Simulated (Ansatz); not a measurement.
# TiSe (P4/nmm) in Ansatz: convergence with ecutrho ratio

Aim: find how far ecutrho ratio must go before the results for TiSe settle, at r2SCAN. This setting moves, with any that are tied to it; all else stays.

All numbers are computed with Ansatz 0.2.0; they aren't measurements. Logs are shortened: lines on timing, memory, paths and dates and some standing lists are left out, and cuts for length are marked.

## 1. The structure

It takes space group P4/nmm (No. 129, tetragonal). Conventional cell: a = 4.178 Å, b = 4.178 Å, c = 5.984 Å, α = 90.00°, β = 90.00°, γ = 90.00°. Se (site symmetry 4mm) has 4 Ti at 2.53 Å as nearest neighbours. Around Ti (site symmetry -4m2) lie 4 Se at 2.53 Å.

The cell comes from a database or a generator and needn't be the stable form of this composition.

## 2. With ecutrho ratio 4

The input, input.yaml:

```yaml
crystal:
  lattice:
    - [4.178357, 0.0, 0.0]
    - [0.0, 4.178357, 0.0]
    - [0.0, 0.0, 5.984423]
  atoms:
    - { symbol: Se, position: [0.0, 0.5, 0.760556] }
    - { symbol: Se, position: [0.5, 0.0, 0.239444] }
    - { symbol: Ti, position: [0.0, 0.0, 0.0] }
    - { symbol: Ti, position: [0.5, 0.5, 0.0] }
hamiltonian:
  xc: r2scan
  pseudopotentials: { kind: paw, source: jth }
kpoints:
  mp_grid: { grid: [6, 6, 4] }
scf:
  occupations: { method: fermi_dirac, width: 0.05 }
output:
  forces: true
  stress: true
  eigenvalues: true
basis:
  ecutrho_ratio: 4
```

Potentials or basis: JTH PAW.

On the command line:

```
$ ansatz run input.yaml --threads 2 --pin off --max-ram 5632MiB --backend cpu --events-out ev --progress --plain --runs-dir out
```

Standard output:

```text
Warning: the checks of this Se dataset prove no rule for summing its radial tables, as where they were carried onto another mesh than they were made on, and Gregory's rule is taken, under which a leading mesh point left out moves its sums only by what lay on the interval it spanned. That does not make them correct, and they differ from Quantum ESPRESSO's on this file; a re-export a fraction of a mesh step off can move them. hamiltonian.pseudopotentials.radial_quadrature: simpson_from_first_knot sums it by `pw.x`'s rule; on a PAW file no value gives `pw.x`'s numbers. What more to know: hamiltonian.pseudopotentials.radial_quadrature, in the input reference
Warning: the checks of this Ti dataset prove no rule for summing its radial tables, as where they were carried onto another mesh than they were made on, and Gregory's rule is taken, under which a leading mesh point left out moves its sums only by what lay on the interval it spanned. That does not make them correct, and they differ from Quantum ESPRESSO's on this file; a re-export a fraction of a mesh step off can move them. hamiltonian.pseudopotentials.radial_quadrature: simpson_from_first_knot sums it by `pw.x`'s rule; on a PAW file no value gives `pw.x`'s numbers. What more to know: hamiltonian.pseudopotentials.radial_quadrature, in the input reference
Warning: RAYON_NUM_THREADS=2 ignored (pool sized by the plan → 2); use --threads N
Engine: ansatz 0.2.0, aarch64-unknown-linux-gnu
Pseudopotentials: kind: paw
Pseudopotential: Se, paw, valence charge 6, recommended cutoff 270 eV (normal), Se.paw.azcp
Pseudopotential: Ti, paw, valence charge 12, recommended cutoff 1230 eV (normal), Ti.paw.azcp
Functional definition: r2SCAN
  parameter k0 = 0.174
  parameter k1 = 0.065
  parameter a1 = 4.9479
  exchange = r2scan_x(k0 = k0, k1 = k1, a1 = a1)
  correlation = r2scan_c
Crystal: 4 atoms, lattice volume = 104.480 Å³
Basis set: ecut = 1230 eV, 10183 PW (Γ), exchange–correlation on 192×192×288 points (64 copies of the dense FFT grid, shifted against one another)
Bands: 22, of which v1, the nominal top of the filled ones, is band 18 counted from 1 (17 counted from 0)
Symmetry: 16 space group operations
Space group: P4/nmm (ITA 129), of the structure as read, at distance tolerance 4.7e-5 Å
k-points: 30 of 144
Non-local potential: Se, projectors of the file, l = 0: 2, l = 1: 2
Non-local potential: Ti, projectors of the file, l = 0: 2, l = 1: 2, l = 2: 2
[... 23 lines left out ...]
Harris-Foulkes:  -10181.856370 eV  (|F-HF|=7.68e-9)
Internal energy: -10181.823814 eV  (E = F + TS)
E sigma→0 (E₀):  -10181.840092 eV
Entropy (-TS):   -0.032555 eV (-8.139 meV/atom)
Fermi energy:    6.998429 eV
--- Per-component energies (eV) ---
  E_band       = -517.241471
  E_kinetic    = 610.599992
  E_local      = -3503.825564  (includes V_loc(G=0)·N_el)
  E_nonlocal   = 245.732384
  E_hartree    = 1417.813433
  E_xc         = -480.442593
  E_vxc        = -421.443770  (∫ρ·V_xc dr)
  E_paw        = -6577.893428  (= ΣΔE_a)
  E_vpaw       = -306.446764  (= ΣTr[D̂ρ^β])
  E_aug_tail   = -0.000031  (compensation charges beyond the density's cutoff)
  E_vtau       = 22.516307  (kinetic-family band-sum trace: ∫τ·v_τ [+ j·A + Jᵃ·Aᵃ] dr)
  E_ewald      = -1892.977958
  E_core_change = -0.830049  (= ΣΔE_core)
  E_smearing   = -0.032555  (= −TS)
  E_closure    = 0.000000  (closes the sum)
  Σ components = -10181.856370   (vs F -10181.856370, Δ=0.00e0)
--- Forces (eV/Å), atoms counted from 1 ---
  atom   1  Se     0.00000000     0.00000000     0.11324353
  atom   2  Se     0.00000000     0.00000000    -0.11324353
  atom   3  Ti     0.00000000     0.00000000     0.00000000
  atom   4  Ti     0.00000000     0.00000000     0.00000000
  max |Σ_I F_I| component: 2.78e-17 eV/Å
--- Stress (GPa, compression-positive) ---
       -0.927928       0.000000       0.000000
        0.000000      -0.927928       0.000000
        0.000000       0.000000      -0.961654
  P = ⅓ Tr σ = -0.9392 GPa (-9.392 kbar)
--- Band table (eV; the first three rows and the last of 30) ---
  k-point 0: bands = ["-52.7034", "-52.6301", "-28.1303", "-28.0412", "-27.9694", "-27.9694", "-27.6688", "-27.6688", "-7.8311", "-7.1531", "1.5721", "2.8021", "2.8021", "2.8252", "3.2472", "3.2472", "5.4145", "7.8391", "7.8863", "8.1148", "8.6122", "8.8314"]
  k-point 1: bands = ["-52.7034", "-52.6301", "-28.1304", "-28.0412", "-27.9694", "-27.9694", "-27.6688", "-27.6688", "-7.7705", "-7.2221", "1.7059", "2.5807", "2.7191", "2.7191", "3.3445", "3.3445", "5.4159", "7.7045", "7.9020", "8.2166", "8.8631", "8.8631"]
  k-point 2: bands = ["-52.7034", "-52.6301", "-28.1304", "-28.0412", "-27.9694", "-27.9694", "-27.6688", "-27.6688", "-7.6891", "-7.3120", "2.0418", "2.1397", "2.6565", "2.6565", "3.4216", "3.4216", "5.4172", "7.6157", "7.9691", "8.4217", "8.9024", "8.9024"]
  k-point 29: bands = ["-52.6659", "-52.6659", "-28.0817", "-28.0817", "-28.0291", "-28.0291", "-27.6365", "-27.6365", "-7.1146", "-7.1146", "1.6219", "1.6219", "2.8208", "2.8208", "3.4968", "3.4968", "6.2607", "6.2607", "6.5747", "6.5747", "8.2438", "8.2438"]
```

Run time: 19 s. Hardware: 2 threads of Arm Neoverse V1, shared host; peak memory 1.3 GiB.

What came out:

```
Free energy            : -10181.8564 eV
Pressure               : -0.9 GPa
Largest force          : 0.113 eV/Å
Band gap on the k mesh : none (metal or under the smearing width)
```

## 3. With ecutrho ratio 5

Edit input.yaml of step 2 so:

```diff
@@ -22,2 +22,2 @@
 basis:
-  ecutrho_ratio: 4
+  ecutrho_ratio: 5
```

Potentials or basis: JTH PAW.

On the command line:

```
$ ansatz run input.yaml --threads 2 --pin off --max-ram 5632MiB --backend cpu --events-out ev --progress --plain --runs-dir out
```

Wall time 21 s (2 threads of Arm Neoverse V1, shared host); peak memory 1.6 GiB.

What came out:

* Free energy: -10181.8563 eV
* Pressure: -0.9 GPa
* Largest force: 0.113 eV/Å
* Band gap on the k mesh: none (metal or under the smearing width)

## 4. With ecutrho ratio 6

Edit input.yaml of step 3 so:

```diff
@@ -22,2 +22,2 @@
 basis:
-  ecutrho_ratio: 5
+  ecutrho_ratio: 6
```

On the command line:

```
$ ansatz run input.yaml --threads 2 --pin off --max-ram 5632MiB --backend cpu --events-out ev --progress --plain --runs-dir out
```

Run time: 23 s. Hardware: 2 threads of Arm Neoverse V1, shared host; peak memory 2.1 GiB.

What came out:

| Quantity | Value |
| --- | --- |
| Free energy | -10181.8563 eV |
| Pressure | -0.9 GPa |
| Largest force | 0.113 eV/Å |
| Band gap on the k mesh | none (metal or under the smearing width) |

## 5. With ecutrho ratio 8

Edit input.yaml of step 4 so:

```diff
@@ -22,2 +22,2 @@
 basis:
-  ecutrho_ratio: 6
+  ecutrho_ratio: 8
```

On the command line:

```
$ ansatz run input.yaml --threads 2 --pin off --max-ram 5632MiB --backend cpu --events-out ev --progress --plain --runs-dir out
```

It took 27 s on 2 threads of Arm Neoverse V1, shared host; peak memory 3 GiB.

Results (log left out):

```yaml
Free_energy: -10181.8563 eV
Pressure: -0.9 GPa
Largest_force: 0.113 eV/Å
Band_gap_on_the_k_mesh: none (metal or under the smearing width)
```

## 6. With ecutrho ratio 10

Edit input.yaml of step 5 so:

```diff
@@ -22,2 +22,2 @@
 basis:
-  ecutrho_ratio: 8
+  ecutrho_ratio: 10
```

Potentials or basis: JTH PAW.

On the command line:

```
$ ansatz run input.yaml --threads 2 --pin off --max-ram 5632MiB --backend cpu --events-out ev --progress --plain --runs-dir out
```

It took 33 s on 2 threads of Arm Neoverse V1, shared host; peak memory 4.2 GiB.

The run converged. Its results:

* Free energy: -10181.8563 eV
* Pressure: -0.9 GPa
* Largest force: 0.113 eV/Å
* Band gap on the k mesh: none (metal or under the smearing width)

## 7. With ecutrho ratio 12

Edit input.yaml of step 6 so:

```diff
@@ -22,2 +22,2 @@
 basis:
-  ecutrho_ratio: 10
+  ecutrho_ratio: 12
```

On the command line:

```
$ ansatz run input.yaml --threads 2 --pin off --max-ram 5632MiB --backend cpu --events-out ev --progress --plain --runs-dir out
```

It took 38 s on 2 threads of Arm Neoverse V1, shared host; peak memory 4.9 GiB.

The run converged. Its results:

```
Free energy            : -10181.8563 eV
Pressure               : -0.9 GPa
Largest force          : 0.113 eV/Å
Band gap on the k mesh : none (metal or under the smearing width)
```

## 8. Summary

```csv
ecutrho ratio,"energy less the tightest run, at zero smearing (meV/atom)",SCF cycles,CPU time (s),peak memory (GiB)
4,-0.01,10,37,1.3
5,0.00,10,41,1.6
6,0.00,10,45,2.1
8,0.00,10,54,3
10,0.00,10,66,4.2
12,0.00,10,76,4.9
```

Against the tightest run, the energy stays within 1 meV/atom from 4 on. The tightest run that finished is the yardstick and may itself not be fully converged.
